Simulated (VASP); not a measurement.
# PtS2 (P-3m1) in VASP: a series of runs

One crystal, PtS2, is run at these levels: r2SCAN; tasks: single point.

All numbers are computed with VASP 6.6.1; they aren't measurements. Logs are shortened: lines on timing, memory, paths and dates and some standing lists are left out, and cuts for length are marked.

## (1) Starting point

It takes space group P-3m1 (No. 164, trigonal). The conventional cell has a = 3.543 Å, b = 3.543 Å, c = 5.039 Å, α = 90.00°, β = 90.00°, γ = 120.00°. Pt (site symmetry -3m) is surrounded by 6 S at 2.34 Å. S (site symmetry 3m) has 3 Pt at 2.34 Å as nearest neighbours.

## (2) Single point, r2SCAN

Input file INCAR:

```
SYSTEM = PtS2
  PREC = Accurate
  ENCUT = 400
  EDIFF = 1E-4
  ISMEAR = 0
  SIGMA = 0.05
  LREAL = .FALSE.
  LASPH = .TRUE.
  NELM = 100
  ALGO = Normal
  ISIF = 2
  LWAVE = .FALSE.
  LCHARG = .FALSE.
  METAGGA = R2SCAN
  LMIXTAU = .TRUE.
  ADDGRID = .FALSE.
```

Input file KPOINTS:

```
regular mesh
0
G
  4 4 2
  0 0 0
```

Input file POSCAR:

```
PtS2
1.0
    3.5432000000      0.0000000000      0.0000000000
   -1.7716000000      3.0685012107      0.0000000000
    0.0000000000      0.0000000000      5.0388000000
Pt S
1 2
Direct
    0.0000000000      0.0000000000      0.0000000000
    0.6666666667      0.3333333333      0.7730000000
    0.3333333333      0.6666666667      0.2270000000
```

Potentials or basis: VASP PAW PBE potentials, release 64 (Pt, S).

Command:

```
$ cat potpaw_PBE.64/Pt/POTCAR potpaw_PBE.64/S/POTCAR > POTCAR
$ mpirun -np 1 vasp_std > vasp.out
```

OUTCAR:

```text
SYSTEM = PtS2
   PREC = Accurate
   ENCUT = 400
   EDIFF = 1E-4
   ISMEAR = 0
   LREAL = .FALSE.
   LASPH = .TRUE.
   NELM = 100
   ISIF = 2
   METAGGA = R2SCAN

 Found      8 irreducible k-points:

 Following reciprocal coordinates:
            Coordinates               Weight
  0.000000  0.000000  0.000000      1.000000
  0.250000  0.000000  0.000000      6.000000
  0.500000  0.000000  0.000000      3.000000
  0.250000  0.250000  0.000000      6.000000
  0.000000  0.000000  0.500000      1.000000
  0.250000  0.000000  0.500000      6.000000
   k-points           NKPTS =      8   k-points in BZ     NKDIM =      8   number of bands    NBANDS=     15
   number of dos      NEDOS =    301   number of ions     NIONS =      3
   total plane-waves  NPLWV =  20736
   dimension x,y,z NGX =    24 NGY =   24 NGZ =   36
   dimension x,y,z NGXF=    48 NGYF=   48 NGZF=   72
   ions per type =               1   2
   NGX,Y,Z   is equivalent  to a cutoff of  11.26, 11.26, 11.88 a.u.
   NGXF,Y,Z  is equivalent  to a cutoff of  22.52, 22.52, 23.76 a.u.
 SYSTEM =  PtS2
   PREC   = accura    normal or accurate (medium, high low for compatibility)
   ISTART =      0    job   : 0-new  1-cont  2-samecut
   ICHARG =      2    charge: 1-file 2-atom 10-const
   ISPIN  =      1    spin polarized calculation?
   LNONCOLLINEAR =      F non collinear calculations
   LSORBIT =      F    spin-orbit coupling
   LASPH  =      T    aspherical Exc in radial PAW
   ENCUT  =  400.0 eV  29.40 Ry    5.42 a.u.   5.78  5.78  8.22*2*pi/ulx,y,z
   NELM   =    100;   NELMIN=  2; NELMDL= -5     # of ELM steps
   EDIFF  = 0.1E-03   stopping-criterion for ELM
   LREAL  =      F    real-space projection
   EDIFFG = 0.1E-02   stopping-criterion for IOM
   NSW    =      0    number of steps for IOM
   IBRION =     -1    ionic relax: 0-MD 1-quasi-New 2-CG
   NFREE  =      0    steps in history (QN), initial steepest desc. (CG)
   ISIF   =      2    stress and relaxation
   ISYM   =      2    0-nonsym 1-usesym 2-fastsym
   POTIM  = 0.5000    time-step for ionic-motion
   TEBEG  =    0.0;   TEEND  =   0.0 temperature during run
   PSTRESS=    0.0 pullay stress
   NELECT =      22.0000    total number of electrons
   NUPDOWN=      -1.0000    fix difference up-down
   EMIN   =  10.00;   EMAX   =-10.00  energy-range for DOS
   EFERMI =   0.00;   METHOD = LEGACY
   ISMEAR =     0;   SIGMA  =   0.05  broadening in eV -4-tet -1-fermi 0-gaus
   EFERMI_NEDOS =   21; number of points for ismear=-14 and -15
   IALGO  =     38    algorithm
   IMIX   =      4    mixing-type and parameters
     AMIX     =   0.40;   BMIX     =  1.00
     AMIX_MAG =   1.60;   BMIX_MAG =  1.00
  volume/ion in A,a.u.               =      18.26       123.23
  Fermi-wavevector in a.u.,A,eV,Ry     =   1.207812  2.282434 19.848315  1.458810
  Thomas-Fermi vector in A             =   2.343439
   LORBIT       =      0    0 simple, 1 ext, 2 COOP (PROOUT), +10 PAW based schemes
   METAGGA = R2SCAN    functional components
   LHFCALC =     F    Hartree Fock is set to
   AEXX    =    0.0000 exact exchange contribution
   IVDW    =     0    specifies the selected vdW correction
   LEPSILON=     F    determine dielectric tensor
   LRPA    =     F    only Hartree local field effects (RPA)
 non-spin polarized calculation
 Gauss-broadening in eV      SIGMA  =   0.05
  energy-cutoff  :      400.00
  volume of cell :       54.78
 maximum number of plane-waves:      1008
 NGX is ok and might be reduce to    24
   NGX = 11   NGY = 11   NGZ = 17

 number of electron      21.9999993 magnetization

 Free energy of the ion-electron system (eV)
  ---------------------------------------------------
  ext. energy  EPLUGINS =         0.00000000
  ---------------------------------------------------
  free energy    TOTEN  =       -68.75533075 eV

  energy without entropy =      -68.75533075  energy(sigma->0) =      -68.75533075

 E-fermi :   6.6203     XC(G=0): -11.2826

 val. band max:        6.4074355007   @ k =   0.0000   0.0000   0.0000
 cond. band min:       7.7217682028   @ k =   0.2500   0.2500   0.0000
 fundamental gap:      1.3143327021
 Fermi energy:         6.6203092507

 k-point     1 :       0.0000    0.0000    0.0000
  band No.  band energies     occupation
      1      -9.7101      2.00000
      2      -6.3458      2.00000
      3      -0.7925      2.00000
      4      -0.7925      2.00000
      5      -0.6693      2.00000
      6       2.3534      2.00000
      7       2.3535      2.00000
      8       4.6305      2.00000
      9       5.3219      2.00000
     10       5.3220      2.00000
     11       6.4074      2.00000
     12       9.1516      0.00000
     13       9.1517      0.00000
     14      11.7412      0.00000
     15      12.8999      0.00000

 k-point     2 :       0.2500    0.0000    0.0000
  band No.  band energies     occupation
      1      -8.8982      2.00000
      2      -6.8042      2.00000
      3      -0.3117      2.00000
      4      -0.2829      2.00000
      5       0.2272      2.00000
      6       1.1266      2.00000
      7       1.9873      2.00000
      8       3.3543      2.00000
      9       4.9204      2.00000
     10       4.9313      2.00000
     11       5.8387      2.00000
     12       8.2171      0.00000
     13       9.0382      0.00000
     14      12.4767      0.00000
     15      14.8051      0.00000

 k-point     3 :       0.5000    0.0000    0.0000
  band No.  band energies     occupation
      1      -7.6395      2.00000
      2      -7.3550      2.00000
      3      -1.3178      2.00000
      4       0.1073      2.00000
      5       1.0706      2.00000
      6       1.9991      2.00000
      7       2.9728      2.00000
      8       3.0090      2.00000
      9       3.1147      2.00000
     10       3.4125      2.00000
     11       4.1031      2.00000
     12       8.4667      0.00000
     13       9.5505      0.00000
     14      12.4036      0.00000
     15      13.5794      0.00000

 k-point     4 :       0.2500    0.2500    0.0000
  band No.  band energies     occupation
      1      -7.7704      2.00000
      2      -7.2173      2.00000
      3      -0.5205      2.00000
      4       0.0563      2.00000
      5       0.3187      2.00000
      6       1.3632      2.00000
      7       1.7335      2.00000
      8       3.0545      2.00000
      9       3.6606      2.00000
     10       4.1075      2.00000
     11       5.7554      2.00000
     12       7.7218      0.00000
     13       8.4222      0.00000
     14      12.6979      0.00000
     15      14.9659      0.00000

 k-point     5 :       0.0000    0.0000    0.5000
  band No.  band energies     occupation
      1      -9.4175      2.00000
      2      -7.0649      2.00000
      3      -0.7709      2.00000
      4      -0.7709      2.00000
      5       0.6252      2.00000
      6       2.3300      2.00000
      7       2.3300      2.00000
      8       3.9775      2.00000
      9       5.1297      2.00000
     10       5.1297      2.00000
     11       5.5889      2.00000
     12       9.6407      0.00000
     13       9.6407      0.00000
     14      12.4481      0.00000
     15      14.4507      0.00000

 k-point     6 :       0.2500    0.0000    0.5000
  band No.  band energies     occupation
      1      -8.6227      2.00000
      2      -7.2227      2.00000
      3      -0.7389      2.00000
      4      -0.2934      2.00000
      5       0.6157      2.00000
      6       1.5100      2.00000
      7       1.9602      2.00000
      8       3.4799      2.00000
      9       5.0994      2.00000
     10       5.1851      2.00000
     11       5.6535      2.00000
     12       7.8313      0.00000
     13       8.7136      0.00000
     14      12.5011      0.00000
     15      14.2486      0.00000

 [... further k-points ...]

------------------------ aborting loop because EDIFF is reached ----------------------------------------

  FORCE on cell =-STRESS in cart. coord.  units (eV):
  Direction    XX          YY          ZZ          XY          YZ          ZX
  --------------------------------------------------------------------------------------
  -------------------------------------------------------------------------------------
  Total        3.1695241      3.1695241      2.9702595      0.0000000      0.0000000      0.0000000
  in kB       92.6948384     92.6948384     86.8672124      0.0000000      0.0000000      0.0000000
  external PRESSURE =      90.7522964 kB  Pullay stress =       0.0000000 kB

 VOLUME and BASIS-vectors are now :
 -----------------------------------------------------------------------------
  energy-cutoff  :      400.00
  volume of cell :       54.78
      direct lattice vectors                 reciprocal lattice vectors
     3.543200000  0.000000000  0.000000000     0.282230752  0.162946001  0.000000000
    -1.771600000  3.068501211  0.000000000     0.000000000  0.325892001  0.000000000
     0.000000000  0.000000000  5.038800000     0.000000000  0.000000000  0.198459951

 POSITION                                       TOTAL-FORCE (eV/Angst)
 -----------------------------------------------------------------------------------
      0.00000      0.00000      0.00000        -0.000000      0.000000      0.000000
      1.77160      1.02283      3.89499         0.000000     -0.000000     -1.298963
     -0.00000      2.04567      1.14381        -0.000000      0.000000      1.298963
 -----------------------------------------------------------------------------------
    total drift:                                0.000000     -0.000000     -0.000000

  FREE ENERGIE OF THE ION-ELECTRON SYSTEM (eV)
  ---------------------------------------------------
  free  energy   TOTEN  =       -68.7553307483 eV

  energy  without entropy=      -68.7553307483  energy(sigma->0) =      -68.75533075
```

Wall time 14 s (1 thread of Intel Xeon Platinum 8559C (Emerald Rapids), shared host); peak memory 0.15 GiB.

These settings aren't checked as converged: the numbers below hold their error.

What came out:

```
Free energy            : -68.7553 eV
Pressure               : 9.1 GPa
Largest force          : 1.299 eV/Å
Band gap on the k mesh : 1.31 eV, indirect (least direct gap 1.97 eV)
```

Caveat: the k mesh is coarse (spacing up to 0.62 Å⁻¹), so the values aren't converged; the PAW data sets were made with another functional, which shifts forces and pressure a little; spin-orbit coupling is left out, which moves the levels of the heavy elements.

## (3) Single point, r2SCAN

INCAR, as its differences from that of step 2:

```diff
@@ -3,3 +3,3 @@
   ENCUT = 400
-  EDIFF = 1E-4
+  EDIFF = 1E-5
   ISMEAR = 0
```

KPOINTS is that of step 2.

POSCAR is that of step 2.

Potentials or basis: VASP PAW PBE potentials, release 64 (Pt, S).

Command:

```
$ cat potpaw_PBE.64/Pt/POTCAR potpaw_PBE.64/S/POTCAR > POTCAR
$ mpirun -np 1 vasp_std > vasp.out
```

Run time: 16 s. Hardware: 1 thread of Intel Xeon Platinum 8559C (Emerald Rapids), shared host; peak memory 0.15 GiB.

These settings aren't checked as converged: the numbers below hold their error.

What came out:

```
Free energy            : -68.7554 eV
Pressure               : 9.1 GPa
Largest force          : 1.299 eV/Å
Band gap on the k mesh : 1.31 eV, indirect (least direct gap 1.97 eV)
```

Caveat: the k mesh is coarse (spacing up to 0.62 Å⁻¹), so the values aren't converged; the PAW data sets were made with another functional, which shifts forces and pressure a little; spin-orbit coupling is left out, which moves the levels of the heavy elements.

## (4) Single point, r2SCAN

INCAR, as its differences from that of step 3:

```diff
@@ -3,3 +3,3 @@
   ENCUT = 400
-  EDIFF = 1E-5
+  EDIFF = 1E-6
   ISMEAR = 0
```

KPOINTS is that of step 3.

POSCAR is that of step 3.

Command:

```
$ cat potpaw_PBE.64/Pt/POTCAR potpaw_PBE.64/S/POTCAR > POTCAR
$ mpirun -np 1 vasp_std > vasp.out
```

Wall time 18 s (1 thread of Intel Xeon Platinum 8559C (Emerald Rapids), shared host); peak memory 0.15 GiB.

These settings aren't checked as converged: the numbers below hold their error.

What came out:

```
Free energy            : -68.7554 eV
Pressure               : 9.1 GPa
Largest force          : 1.299 eV/Å
Band gap on the k mesh : 1.31 eV, indirect (least direct gap 1.97 eV)
```

Caveat: the k mesh is coarse (spacing up to 0.62 Å⁻¹), so the values aren't converged; the PAW data sets were made with another functional, which shifts forces and pressure a little; spin-orbit coupling is left out, which moves the levels of the heavy elements.

## (5) Single point, r2SCAN

INCAR, as its differences from that of step 4:

```diff
@@ -3,3 +3,3 @@
   ENCUT = 400
-  EDIFF = 1E-6
+  EDIFF = 1E-7
   ISMEAR = 0
@@ -15,2 +15,2 @@
   LMIXTAU = .TRUE.
-  ADDGRID = .FALSE.
+  ADDGRID = .TRUE.
```

KPOINTS is that of step 4.

POSCAR is that of step 4.

Potentials or basis: VASP PAW PBE potentials, release 64 (Pt, S).

Command:

```
$ cat potpaw_PBE.64/Pt/POTCAR potpaw_PBE.64/S/POTCAR > POTCAR
$ mpirun -np 1 vasp_std > vasp.out
```

OUTCAR:

```text
SYSTEM = PtS2
   PREC = Accurate
   ENCUT = 400
   EDIFF = 1E-7
   ISMEAR = 0
   LREAL = .FALSE.
   LASPH = .TRUE.
   NELM = 100
   ISIF = 2
   METAGGA = R2SCAN

 Found      8 irreducible k-points:

 Following reciprocal coordinates:
            Coordinates               Weight
  0.000000  0.000000  0.000000      1.000000
  0.250000  0.000000  0.000000      6.000000
  0.500000  0.000000  0.000000      3.000000
  0.250000  0.250000  0.000000      6.000000
  0.000000  0.000000  0.500000      1.000000
  0.250000  0.000000  0.500000      6.000000
   k-points           NKPTS =      8   k-points in BZ     NKDIM =      8   number of bands    NBANDS=     15
   number of dos      NEDOS =    301   number of ions     NIONS =      3
   total plane-waves  NPLWV =  20736
   dimension x,y,z NGX =    24 NGY =   24 NGZ =   36
   dimension x,y,z NGXF=    48 NGYF=   48 NGZF=   72
   ions per type =               1   2
   NGX,Y,Z   is equivalent  to a cutoff of  11.26, 11.26, 11.88 a.u.
   NGXF,Y,Z  is equivalent  to a cutoff of  22.52, 22.52, 23.76 a.u.
 SYSTEM =  PtS2
   PREC   = accura    normal or accurate (medium, high low for compatibility)
   ISTART =      0    job   : 0-new  1-cont  2-samecut
   ICHARG =      2    charge: 1-file 2-atom 10-const
   ISPIN  =      1    spin polarized calculation?
   LNONCOLLINEAR =      F non collinear calculations
   LSORBIT =      F    spin-orbit coupling
[... 75 lines left out ...]
     14      11.7408      0.00000
[... 77 lines left out ...]
      2      -7.2226      2.00000
      3      -0.7387      2.00000
      4      -0.2930      2.00000
      5       0.6159      2.00000
      6       1.5102      2.00000
      7       1.9604      2.00000
      8       3.4801      2.00000
      9       5.0996      2.00000
     10       5.1852      2.00000
     11       5.6537      2.00000
     12       7.8316      0.00000
     13       8.7139      0.00000
     14      12.5011      0.00000
     15      14.2485      0.00000

 [... further k-points ...]

------------------------ aborting loop because EDIFF is reached ----------------------------------------

  FORCE on cell =-STRESS in cart. coord.  units (eV):
  Direction    XX          YY          ZZ          XY          YZ          ZX
  --------------------------------------------------------------------------------------
  -------------------------------------------------------------------------------------
  Total        3.1793459      3.1793459      2.9789560      0.0000000     -0.0000000      0.0000000
  in kB       92.9820830     92.9820830     87.1215488      0.0000000     -0.0000000      0.0000000
  external PRESSURE =      91.0285716 kB  Pullay stress =       0.0000000 kB

 VOLUME and BASIS-vectors are now :
 -----------------------------------------------------------------------------
  energy-cutoff  :      400.00
  volume of cell :       54.78
      direct lattice vectors                 reciprocal lattice vectors
     3.543200000  0.000000000  0.000000000     0.282230752  0.162946001  0.000000000
    -1.771600000  3.068501211  0.000000000     0.000000000  0.325892001  0.000000000
     0.000000000  0.000000000  5.038800000     0.000000000  0.000000000  0.198459951

 POSITION                                       TOTAL-FORCE (eV/Angst)
 -----------------------------------------------------------------------------------
      0.00000      0.00000      0.00000         0.000000      0.000000      0.000000
      1.77160      1.02283      3.89499        -0.000000      0.000000     -1.299133
     -0.00000      2.04567      1.14381         0.000000     -0.000000      1.299133
 -----------------------------------------------------------------------------------
    total drift:                                0.000000     -0.000000     -0.000000

  FREE ENERGIE OF THE ION-ELECTRON SYSTEM (eV)
  ---------------------------------------------------
  free  energy   TOTEN  =       -68.7553815266 eV

  energy  without entropy=      -68.7553815266  energy(sigma->0) =      -68.75538153
```

OSZICAR:

```text
N       E                     dE             d eps       ncg     rms          rms(c)
DAV:   1     0.466646450217E+02    0.46665E+02   -0.93852E+03   240   0.107E+03
DAV:   2    -0.710394292873E+02   -0.11770E+03   -0.11592E+03   310   0.231E+02
DAV:   3    -0.757157322706E+02   -0.46763E+01   -0.46609E+01   289   0.506E+01
[... 12 lines left out ...]
DAV:  16    -0.687553834587E+02   -0.33958E-04   -0.37384E-06   345   0.228E-02    0.350E-03
DAV:  17    -0.687553846824E+02   -0.12237E-05   -0.48442E-08   211   0.232E-03    0.466E-03
DAV:  18    -0.687553826372E+02    0.20452E-05   -0.31106E-07   250   0.542E-03    0.848E-04
DAV:  19    -0.687553815491E+02    0.10881E-05   -0.40540E-08   169   0.219E-03    0.721E-04
DAV:  20    -0.687553815266E+02    0.22529E-07   -0.26582E-09   141   0.499E-04
   1 F= -.68755382E+02 E0= -.68755382E+02  d E =-.120000E-10
```

Wall time 22 s (1 thread of Intel Xeon Platinum 8559C (Emerald Rapids), shared host); peak memory 0.22 GiB.

These settings aren't checked as converged: the numbers below hold their error.

What came out:

```
Free energy            : -68.7554 eV
Pressure               : 9.1 GPa
Largest force          : 1.299 eV/Å
Band gap on the k mesh : 1.31 eV, indirect (least direct gap 1.97 eV)
```

Caveat: the k mesh is coarse (spacing up to 0.62 Å⁻¹), so the values aren't converged; the PAW data sets were made with another functional, which shifts forces and pressure a little; spin-orbit coupling is left out, which moves the levels of the heavy elements.

## (6) For comparison

An earlier run on the cell as given: functional PBEsol; potentials or basis VASP PAW PBE potentials, release 64 (Pt, S); cutoff 520 eV; k mesh 9 × 9 × 5; occupations fermi-dirac, width 0.05 eV; no spin polarisation.

* Pressure: 6.1 GPa
* Largest force: 0.930 eV/Å
* Band gap on the k mesh: 0.96 eV, indirect (least direct gap 1.00 eV)
